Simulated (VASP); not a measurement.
# PtS2 (P-3m1) in VASP: settings compared, part 2 of 2

VASP 6.6.1. Earlier steps stand in the parts before.

**3. Phonons, rev-vdW-DF2**

This run uses another cell than the first one, of 18.16 Å³/atom, 1.050 times its volume.

Contents of POSCAR:

```
PtS2
1.0
    3.5866414763      0.0000000000     -0.0000000000
   -1.7933207382      3.1061226328     -0.0000000000
   -0.0000000000     -0.0000000000      4.8905062641
  Pt              S
     1     2
Direct
     0.0000000000000000    0.0000000000000000    0.0000000000000000
     0.3333333332999970    0.6666666667000030    0.2497240313944495
     0.6666666667000030    0.3333333332999970    0.7502759686055505
```

Contents of INCAR.step1:

```
PREC = Accurate
ENCUT = 600
EDIFF = 1E-8
ISMEAR = 0
SIGMA = 0.03
LREAL = F
LASPH = T
NELM = 80
ALGO = Normal
ISIF = 3
LWAVE = F
LCHARG = F
GGA = MK
LUSE_VDW = T
AGGAC = 0.0
PARAM1 = 0.1234
PARAM2 = 0.711357
ZAB_VDW = -1.8867
KPAR = 2
IBRION = 2
NSW = 40
EDIFFG = -0.002
```

Contents of INCAR.step2:

```
PREC = Accurate
ENCUT = 600
EDIFF = 1E-8
ISMEAR = 0
SIGMA = 0.03
LREAL = F
LASPH = T
NELM = 80
ALGO = Normal
ISIF = 2
LWAVE = F
LCHARG = F
GGA = MK
LUSE_VDW = T
AGGAC = 0.0
PARAM1 = 0.1234
PARAM2 = 0.711357
ZAB_VDW = -1.8867
KPAR = 2
IBRION = 6
NFREE = 2
POTIM = 0.015
NSW = 1
```

Contents of KPOINTS:

```
regular mesh
0
Gamma
  9 9 5
```

Potentials or basis: VASP PAW PBE potentials, release 64 (Pt, S).

Launch:

```console
$ cat potpaw_PBE.64/Pt/POTCAR potpaw_PBE.64/S/POTCAR > POTCAR
$ cp INCAR.step1 INCAR
$ mpirun -np 2 vasp_std > vasp.out
$ cp CONTCAR POSCAR
$ cp INCAR.step2 INCAR
$ mpirun -np 2 vasp_std > vasp.out
```

OUTCAR:

```text
PREC = Accurate
   ENCUT = 600
   EDIFF = 1E-8
   ISMEAR = 0
   LREAL = F
   LASPH = T
   NELM = 80
   ISIF = 2
   GGA = MK
   IBRION = 6
   NFREE = 2
   POTIM = 0.015
   NSW = 1

 ion  position               nearest neighbor table
   1  0.000  0.000  0.000-   2 2.40   3 2.40   3 2.40   2 2.40   3 2.40   2 2.40
   2  0.333  0.667  0.250-   1 2.40   1 2.40   1 2.40
   3  0.667  0.333  0.750-   1 2.40   1 2.40   1 2.40

  LATTYP: Found a hexagonal cell.
 ALAT       =     3.5866414763
 C/A-ratio  =     1.3635336279

  Lattice vectors:

 A1 = (   3.5866414763,   0.0000000000,   0.0000000000)
 A2 = (  -1.7933207382,   3.1061226328,   0.0000000000)
 A3 = (   0.0000000000,   0.0000000000,   4.8905062641)

Analysis of symmetry for initial positions (statically):
=====================================================================
 Subroutine PRICEL returns:
 Original cell was already a primitive cell.

 Routine SETGRP: Setting up the symmetry group for a
 hexagonal supercell.

 Subroutine GETGRP returns: Found 12 space group operations
 (whereof 12 operations were pure point group operations)
 out of a pool of 24 trial point group operations.

The static configuration has the point symmetry D_3d.

Analysis of symmetry for dynamics (positions and initial velocities):
=====================================================================
 Subroutine PRICEL returns:
 Original cell was already a primitive cell.

 Routine SETGRP: Setting up the symmetry group for a
 hexagonal supercell.

 Subroutine GETGRP returns: Found 12 space group operations
 (whereof 12 operations were pure point group operations)
 out of a pool of 24 trial point group operations.

The dynamic configuration has the point symmetry D_3d.

 Subroutine INISYM returns: Found 12 space group operations
 (whereof 12 operations are pure point group operations),
 and found     1 'primitive' translations

----------------------------------------------------------------------------------------

                                     Primitive cell

  volume of cell :      54.4829

  direct lattice vectors                    reciprocal lattice vectors
     3.586641476  0.000000000  0.000000000     0.278812367  0.160972395  0.000000000
    -1.793320738  3.106122633  0.000000000     0.000000000  0.321944790  0.000000000
     0.000000000  0.000000000  4.890506264     0.000000000  0.000000000  0.204477808

  length of vectors
     3.586641476  3.586641476  4.890506264     0.321944790  0.321944790  0.204477808

  position of ions in fractional coordinates (direct lattice)
     0.000000000  0.000000000  0.000000000
     0.333333333  0.666666667  0.249724031
     0.666666667  0.333333333  0.750275969

  ion indices of the primitive-cell ions
   primitive index   ion index
                 1           1
                 2           2
                 3           3

[... 116 lines left out ...]

 Free energy of the ion-electron system (eV)
  ---------------------------------------------------
  ext. energy  EPLUGINS =         0.00000000
  ---------------------------------------------------
  free energy    TOTEN  =       -10.79368671 eV

  energy without entropy =      -10.79368671  energy(sigma->0) =      -10.79368671

------------------------ aborting loop because EDIFF is reached ----------------------------------------

  FORCE on cell =-STRESS in cart. coord.  units (eV):
  Direction    XX          YY          ZZ          XY          YZ          ZX
  --------------------------------------------------------------------------------------
  -------------------------------------------------------------------------------------
  Total        0.0027299      0.0027299      0.0029235     -0.0000000      0.0000000     -0.0000000
  in kB        0.0802775      0.0802775      0.0859721     -0.0000000      0.0000000     -0.0000000
  external PRESSURE =       0.0821757 kB  Pullay stress =       0.0000000 kB
[... 299 lines left out ...]
--------------------------------------- Ionic step        9  -------------------------------------------

 number of electron      22.0000002 magnetization

 Free energy of the ion-electron system (eV)
  ---------------------------------------------------
  ext. energy  EPLUGINS =         0.00000000
  ---------------------------------------------------
  free energy    TOTEN  =       -10.79248043 eV

  energy without entropy =      -10.79248043  energy(sigma->0) =      -10.79248043

 E-fermi :   7.0913     XC(G=0): -10.8269

 val. band max:        6.9699851956   @ k =   0.0000   0.0000   0.0000
 cond. band min:       7.3821855244   @ k =   0.3333   0.3333   0.0000
 fundamental gap:      0.4122003288
 Fermi energy:         7.0913400560

 k-point     1 :       0.0000    0.0000    0.0000
  band No.  band energies     occupation
      1      -8.4562      2.00000
      2      -5.4173      2.00000
      3      -0.1565      2.00000
      4       0.2647      2.00000
      5       0.2647      2.00000
      6       3.0204      2.00000
      7       3.0204      2.00000
      8       4.7466      2.00000
      9       5.6419      2.00000
     10       5.6419      2.00000
     11       6.9700      2.00000
     12       8.5821      0.00000
     13       8.5821      0.00000
     14      11.1391      0.00000
[... 401 lines left out ...]
      2      -5.9908      2.00000
      3       0.2286      2.00000
      4       0.6549      2.00000
      5       1.2754      2.00000
      6       1.7795      2.00000
      7       2.5420      2.00000
      8       3.6920      2.00000
      9       4.8950      2.00000
     10       5.1539      2.00000
     11       6.3483      2.00000
     12       7.5541      0.00000
     13       8.3977      0.00000
     14      12.1077      0.00000
     15      13.8261      0.00000

 [... further k-points ...]

------------------------ aborting loop because EDIFF is reached ----------------------------------------

  FORCE on cell =-STRESS in cart. coord.  units (eV):
  Direction    XX          YY          ZZ          XY          YZ          ZX
  --------------------------------------------------------------------------------------
  -------------------------------------------------------------------------------------
  Total        0.1643803      0.1643803      0.2075957     -0.0000000     -0.0000000     -0.0000000
  in kB        4.8339257      4.8339257      6.1047588     -0.0000000     -0.0000000     -0.0000000
  external PRESSURE =       5.2575367 kB  Pullay stress =       0.0000000 kB
[... 22 lines left out ...]
  energy  without entropy=      -10.7924804329  energy(sigma->0) =      -10.79248043

Total vdW correction in eV:      2.8702598

 INTERNAL STRAIN TENSORS FROM DISPLACED ATOMS
 ============================================

 INTERNAL STRAIN TENSOR FOR ION    1 for displacements in x,y,z  (eV/Angst):
          X           Y           Z          XY          YZ          ZX
  --------------------------------------------------------------------------------
  x     0.00000     0.00000     0.00000     0.00000     0.00000     0.00000
  y     0.00000     0.00000     0.00000     0.00000     0.00000     0.00000
  z     0.00000     0.00000     0.00000     0.00000     0.00000     0.00000

 INTERNAL STRAIN TENSOR FOR ION    3 for displacements in x,y,z  (eV/Angst):
          X           Y           Z          XY          YZ          ZX
  --------------------------------------------------------------------------------
  x     0.00000    -0.00000    -0.00000    -5.03088    -0.00000    10.17756
  y    -5.03088     5.03088    -0.00000    -0.00000    10.17761    -0.00000
  z    10.56223    10.56223    13.63451    -0.00000     0.00000     0.00000

 Eigenvectors and eigenvalues of the dynamical matrix
 ----------------------------------------------------

   1 f  =    9.786062 THz    61.487640 2PiTHz  326.427889 cm-1    40.471882 meV
             X         Y         Z           dx          dy          dz
      0.000000  0.000000  0.000000    -0.000000    0.000000   -0.000000
     -0.000000  2.070748  1.221277    -0.000000    0.000000   -0.707107
      1.793321  1.035374  3.669229     0.000000   -0.000000    0.707107
[... 43 lines left out ...]
   9 f/i=    0.000850 THz     0.005338 2PiTHz    0.028337 cm-1     0.003513 meV
             X         Y         Z           dx          dy          dz
      0.000000  0.000000  0.000000    -0.867115   -0.024850    0.000000
     -0.000000  2.070748  1.221277    -0.351632   -0.010077    0.000000
      1.793321  1.035374  3.669229    -0.351632   -0.010077    0.000000

 ELASTIC MODULI CONTR FROM IONIC RELAXATION (kBar)
 Direction    XX          YY          ZZ          XY          YZ          ZX
 --------------------------------------------------------------------------------
 XX        -672.6249   -371.7640   -674.0870      0.0000    304.3248     -0.0000
 YY        -371.7640   -672.6249   -674.0870      0.0000   -304.3248      0.0000
 ZZ        -674.0870   -674.0870   -870.1612      0.0000     -0.0000     -0.0000
 XY           0.0000      0.0000      0.0000   -150.4304      0.0000    304.3232
 YZ         304.3248   -304.3248     -0.0000      0.0000   -615.6574      0.0000
 ZX          -0.0000      0.0000     -0.0000    304.3232      0.0000   -615.6508
 --------------------------------------------------------------------------------
```

Run time: 7.4 min. Hardware: 2 MPI ranks of Intel Xeon 6975P-C (Granite Rapids), shared host; peak memory 0.62 GiB.

What came out:

| Property | Result |
| --- | --- |
| Highest phonon frequency at Γ, LO-TO splitting left out | 326 cm⁻¹ |

Phonon frequencies in cm⁻¹ (negative: imaginary):
```
              q point                    frequencies
(0.000, 0.000, 0.000)  0 0 0 290 290 298 298 316 326
```

Caveat: the PAW data sets were made with another functional, which shifts forces and pressure a little. Spin-orbit coupling is left out, which matters for the levels of Pt.

**4. Phonons, r2SCAN**

This run uses another cell than the first one, of 20.33 Å³/atom, 1.175 times its volume.

Contents of POSCAR:

```
PtS2
1.0
    3.5484311140     -0.0000000000     -0.0000000000
   -1.7742155570      3.0730314884      0.0000000000
   -0.0000000000      0.0000000000      5.5938046311
  Pt              S
     1     2
Direct
     1.0000000000000000    0.0000000000000000    1.0000000000000000
     0.3333333332999970    0.6666666667000030    0.2203530181863210
     0.6666666667000030    0.3333333332999970    0.7796469818136790
```

Contents of INCAR.step1:

```
SYSTEM = PtS2
  PREC = Accurate
  ENCUT = 600
  EDIFF = 1E-8
  ISMEAR = 0
  SIGMA = 0.03
  LREAL = .False.
  LASPH = .True.
  NELM = 80
  ALGO = Normal
  ISIF = 3
  LWAVE = .False.
  LCHARG = .False.
  METAGGA = R2SCAN
  LMIXTAU = .True.
  KPAR = 2
  IBRION = 2
  NSW = 40
  EDIFFG = -0.002
```

Contents of INCAR.step2:

```
SYSTEM = PtS2
  PREC = Accurate
  ENCUT = 600
  EDIFF = 1E-8
  ISMEAR = 0
  SIGMA = 0.03
  LREAL = .False.
  LASPH = .True.
  NELM = 80
  ALGO = Normal
  ISIF = 2
  LWAVE = .False.
  LCHARG = .False.
  METAGGA = R2SCAN
  LMIXTAU = .True.
  KPAR = 2
  IBRION = 6
  NFREE = 2
  POTIM = 0.015
  NSW = 1
```

Contents of KPOINTS:

```
Automatic mesh
0
Gamma
  9 9 5
  0 0 0
```

Potentials or basis: VASP PAW PBE potentials, release 64 (Pt, S).

Launch:

```console
$ cat potpaw_PBE.64/Pt/POTCAR potpaw_PBE.64/S/POTCAR > POTCAR
$ cp INCAR.step1 INCAR
$ mpirun -np 2 vasp_std > vasp.out
$ cp CONTCAR POSCAR
$ cp INCAR.step2 INCAR
$ mpirun -np 2 vasp_std > vasp.out
```

OUTCAR:

```text
SYSTEM = PtS2
   PREC = Accurate
   ENCUT = 600
   EDIFF = 1E-8
   ISMEAR = 0
   LREAL = .False.
   LASPH = .True.
   NELM = 80
   ISIF = 2
   METAGGA = R2SCAN
   IBRION = 6
   NFREE = 2
   POTIM = 0.015
   NSW = 1

 ion  position               nearest neighbor table
   1  0.000  0.000  0.000-   2 2.39   3 2.39   3 2.39   2 2.39   3 2.39   2 2.39
   2  0.333  0.667  0.220-   1 2.39   1 2.39   1 2.39
   3  0.667  0.333  0.780-   1 2.39   1 2.39   1 2.39

  LATTYP: Found a hexagonal cell.
 ALAT       =     3.5486221342
 C/A-ratio  =     1.5764510847

  Lattice vectors:

 A1 = (   3.5486221342,   0.0000000000,   0.0000000000)
 A2 = (  -1.7743110671,   3.0731969167,   0.0000000000)
 A3 = (   0.0000000000,   0.0000000000,   5.5942292125)

Analysis of symmetry for initial positions (statically):
[... 931 lines left out ...]
  Total        0.1873998      0.1873998      0.2441066      0.0000000      0.0000000      0.0000000
  in kB        4.9214084      4.9214084      6.4106138      0.0000000      0.0000000      0.0000000
  external PRESSURE =       5.4178102 kB  Pullay stress =       0.0000000 kB
[... 18 lines left out ...]
  FREE ENERGIE OF THE ION-ELECTRON SYSTEM (eV)
  ---------------------------------------------------
  free  energy   TOTEN  =       -68.8724324140 eV

  energy  without entropy=      -68.8724324140  energy(sigma->0) =      -68.87243241

 INTERNAL STRAIN TENSORS FROM DISPLACED ATOMS
 ============================================

 INTERNAL STRAIN TENSOR FOR ION    1 for displacements in x,y,z  (eV/Angst):
          X           Y           Z          XY          YZ          ZX
  --------------------------------------------------------------------------------
  x     0.00000     0.00000     0.00000     0.00000     0.00000     0.00000
  y     0.00000     0.00000     0.00000     0.00000     0.00000     0.00000
  z     0.00000     0.00000     0.00000     0.00000     0.00000     0.00000

 INTERNAL STRAIN TENSOR FOR ION    3 for displacements in x,y,z  (eV/Angst):
          X           Y           Z          XY          YZ          ZX
  --------------------------------------------------------------------------------
  x     0.00000     0.00000     0.00000    -6.38684     0.00000    12.62793
  y    -6.38684     6.38684     0.00000     0.00000    12.62793     0.00000
  z    12.41371    12.41371    15.99590     0.00000     0.00000     0.00000

 Eigenvectors and eigenvalues of the dynamical matrix
 ----------------------------------------------------

   1 f  =   10.203774 THz    64.112201 2PiTHz  340.361253 cm-1    42.199398 meV
             X         Y         Z           dx          dy          dz
      0.000000  0.000000  0.000000     0.000000    0.000000    0.000000
     -0.000000  2.048798  1.232733     0.000000   -0.000000   -0.707107
      1.774311  1.024399  4.361496    -0.000000   -0.000000    0.707107
[... 43 lines left out ...]
   9 f/i=    0.000399 THz     0.002506 2PiTHz    0.013303 cm-1     0.001649 meV
             X         Y         Z           dx          dy          dz
      0.000000  0.000000  0.000000    -0.000000    0.000000   -0.867539
     -0.000000  2.048798  1.232733    -0.000000    0.000000   -0.351693
      1.774311  1.024399  4.361496    -0.000000    0.000000   -0.351693

 ELASTIC MODULI CONTR FROM IONIC RELAXATION (kBar)
 Direction    XX          YY          ZZ          XY          YZ          ZX
 --------------------------------------------------------------------------------
 XX        -793.8319   -391.1677   -763.4760     -0.0000    398.0696      0.0000
 YY        -391.1677   -793.8319   -763.4760      0.0000   -398.0696     -0.0000
 ZZ        -763.4760   -763.4760   -983.7902      0.0000      0.0000     -0.0000
 XY          -0.0000      0.0000      0.0000   -201.3321      0.0000    398.0696
 YZ         398.0696   -398.0696      0.0000      0.0000   -787.0549     -0.0000
 ZX           0.0000     -0.0000     -0.0000    398.0696     -0.0000   -787.0550
 --------------------------------------------------------------------------------
```

OUTCAR.step1:

```text
SYSTEM = PtS2
   PREC = Accurate
   ENCUT = 600
   EDIFF = 1E-8
   ISMEAR = 0
   LREAL = .False.
   LASPH = .True.
   NELM = 80
[... 767 lines left out ...]
  -------------------------------------------------------------------------------------
  Total       -0.0021177     -0.0021177      0.0039550      0.0000000      0.0000000      0.0000000
  in kB       -0.0556128     -0.0556128      0.1038642      0.0000000      0.0000000      0.0000000
  external PRESSURE =      -0.0024538 kB  Pullay stress =       0.0000000 kB
[... 18 lines left out ...]
  FREE ENERGIE OF THE ION-ELECTRON SYSTEM (eV)
  ---------------------------------------------------
  free  energy   TOTEN  =       -68.8737069908 eV

  energy  without entropy=      -68.8737069908  energy(sigma->0) =      -68.87370699

 reached required accuracy - stopping structural energy minimisation
```

It took 15 min on 2 MPI ranks of Intel Xeon 6975P-C (Granite Rapids), shared host; peak memory 0.45 GiB.

Results:

* Highest phonon frequency at Γ, LO-TO splitting left out: 340 cm⁻¹

Phonon frequencies in cm⁻¹ (negative: imaginary):
```csv
q point,frequencies
"(0.000, 0.000, 0.000)",0 0 0 300 300 312 312 327 340
```

Caveat: the PAW data sets were made with another functional, which shifts forces and pressure a little.
